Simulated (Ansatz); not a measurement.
**BaTiO3: energy and stress against strain**

The task, for BaTiO3: see how energy and stress answer to the strain pattern (1, 0, 0, 0, 0, 0).

Computed with Ansatz 0.2.0 (DFT r2SCAN, scalar-relativistic, plane waves, PAW, unless a step's input says otherwise).

1 further run of the same task is left out (set aside as unsound or not needed).

**1. The structure to begin with**

The structure is trigonal, space group R3m (No. 160). Conventional cell: a = 5.680 Å, b = 5.680 Å, c = 6.994 Å, α = 90.00°, β = 90.00°, γ = 120.00°. Ba (site symmetry 3m) has 12 O at 2.78 to 2.93 Å as nearest neighbours. Around Ti (site symmetry 3m) lie 6 O at 1.87 to 2.16 Å. O (site symmetry m) is surrounded by 2 Ti at 1.87 to 2.16 Å.

As a file:

```
CELL_PARAMETERS angstrom
2.84005 1.63971 2.33143
-2.84005 1.63971 2.33143
0.00000 -3.27941 2.33143
ATOMIC_POSITIONS crystal
Ba 0.00279 0.00279 0.00279
Ti 0.51625 0.51625 0.51625
O 0.48975 0.48975 0.98016
O 0.48975 0.98016 0.48975
O 0.98016 0.48975 0.48975
```

It is the result of an earlier relaxation at this level (volume 13.03 Å³/atom; gap on the mesh: 2.87 eV).

**2. The reference cell**

Reference values: F = -10183.8375 eV; pressure 0.00 GPa; largest force 0.000 eV/Å; gap on the mesh 2.87 eV. It was computed beforehand with the settings of the runs below.

**3. Next: energy and stress against strain**

The cell is strained by ε times the Voigt pattern (1, 0, 0, 0, 0, 0) (xx, yy, zz, yz, xz, xy; engineering shear), with fractional coordinates fixed (clamped ions). The stress on the pattern is the sum of the stress components weighted by it, tension positive.

**4. Point ε = -0.0600**

File input.yaml:

```yaml
crystal:
  lattice:
    - [2.6696504623, 1.6397057586, 2.3314328269]
    - [-2.6696504623, 1.6397057586, 2.3314328269]
    - [0.0, -3.2794115171, 2.3314328269]
  atoms:
    - { symbol: Ba, position: [0.0027851043, 0.0027851043, 0.0027851043] }
    - { symbol: Ti, position: [0.5162478494, 0.5162478494, 0.5162478494] }
    - { symbol: O, position: [0.4897536543, 0.4897536543, 0.9801597377] }
    - { symbol: O, position: [0.4897536543, 0.9801597377, 0.4897536543] }
    - { symbol: O, position: [0.9801597377, 0.4897536543, 0.4897536543] }
basis:
  ecutwfc: 500
kpoints:
  mp_grid: { grid: [6, 6, 6] }
hamiltonian:
  xc: r2scan
scf:
  occupations: { method: gaussian, width: 0.05 }
output:
  forces: true
  stress: true
  eigenvalues: true
  write_density: true
  write_potential: true
  elf: true
  volumetric_format: npy
```

On the command line:

```sh
> ansatz run input.yaml --threads 1 --pin off --max-ram 2560MiB --backend cpu --events-out ev --progress --plain --runs-dir out
```

**5. At ε = 0.0450**

input.yaml: that of step 4 with these lines changed.

```diff
@@ -2,4 +2,4 @@
   lattice:
-    - [2.6696504623, 1.6397057586, 2.3314328269]
-    - [-2.6696504623, 1.6397057586, 2.3314328269]
+    - [2.967856099, 1.6397057586, 2.3314328269]
+    - [-2.967856099, 1.6397057586, 2.3314328269]
     - [0.0, -3.2794115171, 2.3314328269]
@@ -23,5 +23 @@
   eigenvalues: true
-  write_density: true
-  write_potential: true
-  elf: true
-  volumetric_format: npy
```

**6. At ε = -0.0300**

input.yaml: that of step 5 with these lines changed.

```diff
@@ -2,4 +2,4 @@
   lattice:
-    - [2.967856099, 1.6397057586, 2.3314328269]
-    - [-2.967856099, 1.6397057586, 2.3314328269]
+    - [2.7548520728, 1.6397057586, 2.3314328269]
+    - [-2.7548520728, 1.6397057586, 2.3314328269]
     - [0.0, -3.2794115171, 2.3314328269]
```

**7. Point ε = 0.0150**

input.yaml: that of step 6 with these lines changed.

```diff
@@ -2,4 +2,4 @@
   lattice:
-    - [2.7548520728, 1.6397057586, 2.3314328269]
-    - [-2.7548520728, 1.6397057586, 2.3314328269]
+    - [2.8826544885, 1.6397057586, 2.3314328269]
+    - [-2.8826544885, 1.6397057586, 2.3314328269]
     - [0.0, -3.2794115171, 2.3314328269]
```

**8. Point ε = 0.0600**

input.yaml: that of step 7 with these lines changed.

```diff
@@ -2,4 +2,4 @@
   lattice:
-    - [2.8826544885, 1.6397057586, 2.3314328269]
-    - [-2.8826544885, 1.6397057586, 2.3314328269]
+    - [3.0104569043, 1.6397057586, 2.3314328269]
+    - [-3.0104569043, 1.6397057586, 2.3314328269]
     - [0.0, -3.2794115171, 2.3314328269]
```

**9. Point ε = -0.0450**

input.yaml: that of step 8 with these lines changed.

```diff
@@ -2,4 +2,4 @@
   lattice:
-    - [3.0104569043, 1.6397057586, 2.3314328269]
-    - [-3.0104569043, 1.6397057586, 2.3314328269]
+    - [2.7122512676, 1.6397057586, 2.3314328269]
+    - [-2.7122512676, 1.6397057586, 2.3314328269]
     - [0.0, -3.2794115171, 2.3314328269]
```

**10. At ε = 0.0300**

input.yaml: that of step 9 with these lines changed.

```diff
@@ -2,4 +2,4 @@
   lattice:
-    - [2.7122512676, 1.6397057586, 2.3314328269]
-    - [-2.7122512676, 1.6397057586, 2.3314328269]
+    - [2.9252552938, 1.6397057586, 2.3314328269]
+    - [-2.9252552938, 1.6397057586, 2.3314328269]
     - [0.0, -3.2794115171, 2.3314328269]
@@ -23 +23,5 @@
   eigenvalues: true
+  write_density: true
+  write_potential: true
+  elf: true
+  volumetric_format: npy
```

**11. Point ε = -0.0150**

input.yaml: that of step 10 with these lines changed.

```diff
@@ -2,4 +2,4 @@
   lattice:
-    - [2.9252552938, 1.6397057586, 2.3314328269]
-    - [-2.9252552938, 1.6397057586, 2.3314328269]
+    - [2.7974528781, 1.6397057586, 2.3314328269]
+    - [-2.7974528781, 1.6397057586, 2.3314328269]
     - [0.0, -3.2794115171, 2.3314328269]
@@ -23,5 +23 @@
   eigenvalues: true
-  write_density: true
-  write_potential: true
-  elf: true
-  volumetric_format: npy
```

**12. At ε = 0.0525**

input.yaml: that of step 11 with these lines changed.

```diff
@@ -2,4 +2,4 @@
   lattice:
-    - [2.7974528781, 1.6397057586, 2.3314328269]
-    - [-2.7974528781, 1.6397057586, 2.3314328269]
+    - [2.9891565017, 1.6397057586, 2.3314328269]
+    - [-2.9891565017, 1.6397057586, 2.3314328269]
     - [0.0, -3.2794115171, 2.3314328269]
```

(Steps that only read results are left out.)

Before running it: what results should come out? Wanted: slope of the stress at ε = 0, over ±0.0150.

The runs gave:

```
                                  quantity    value
slope of the stress at ε = 0, over ±0.0150  338 GPa
```

From the stress slope, C11 is about 338 GPa with the ions clamped; letting the atoms relax could not make it stiffer. No sampled point lies below the undisturbed cell. Compression costs more than tension: 56.4 against 43.8 meV/atom at the ends. The gap on the mesh stays between 2.52 and 2.89 eV.
